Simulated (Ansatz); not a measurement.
# CoO (I4/mmm) in Ansatz: equation of state

Aim: energy against volume of CoO in PBE, for its equilibrium volume and stiffness.

All numbers are computed with Ansatz 0.2.0; they aren't measurements. Logs are shortened: lines on timing, memory, paths and dates and some standing lists are left out, and cuts for length are marked.

## 1. The structure

The structure is tetragonal, space group I4/mmm (No. 139). Conventional cell: a = 3.016 Å, b = 3.016 Å, c = 4.214 Å, α = 90.00°, β = 90.00°, γ = 90.00°. Co (site symmetry 4/mmm) has 6 O at 2.11 to 2.13 Å as nearest neighbours. Around O (site symmetry 4/mmm) lie 6 Co at 2.11 to 2.13 Å.

## 2. Equation of state, PBE, collinear spin, ferromagnetic start

Potentials or basis: all-electron LAPW, scalar-relativistic.

No new run: the results of the series are fitted here.

What came out:

* Equilibrium volume: 9.58 Å³/atom (rough: see the caveat)
* Bulk modulus at fixed shape and positions: 168 GPa (rough)

Energy against volume, from the lowest point:
| volume (Å³/atom) | energy (meV/atom) |
| --- | --- |
| 9.009 | 18.78 |
| 9.201 | 8.28 |
| 9.392 | 2.02 |
| 9.584 | 0.00 |
| 9.776 | 2.04 |
| 9.967 | 7.88 |

Caveat: the fit is doubtful: noisy points or a state that changes with volume; the cell was scaled at fixed shape and fractional positions, which overstates the stiffness of a crystal with free parameters, most of all of layers and chains.
